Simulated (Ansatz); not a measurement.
Crystal: GaSb.

```
Sb Ga
1.0
     0.00000    3.05900    3.05900
     3.05900    0.00000    3.05900
     3.05900    3.05900    0.00000
Sb Ga
1 1
Direct
  0.75000 0.75000 0.75000
  0.00000 0.00000 0.00000
```

- Program: Ansatz 0.2.0
- Task: phonons
- Functional: LDA
- Potentials or basis: Ansatz PAW
- Cutoff: 420 eV (not typed: the program's choice for these potentials)
- k mesh: 6 × 6 × 6
- Occupations: fermi-dirac, width 0.05 eV
- Spin: no spin polarisation
- q mesh: 2 × 2 × 2
- Path: [["G", "X", "W", "K", "G", "L", "U", "W", "L", "K"], ["U", "X"]]
- Points for each segment of the path: 8

Q: Is this structure dynamically stable at this level, and how far does the spectrum reach?

A: Yes, as far as this q mesh shows: no mode on the path is imaginary. The highest frequency is 210 cm⁻¹.

A q mesh this small can miss soft modes between its points.

Caveat: the q mesh is small, so phonon branches between its points and thermal values are rough.
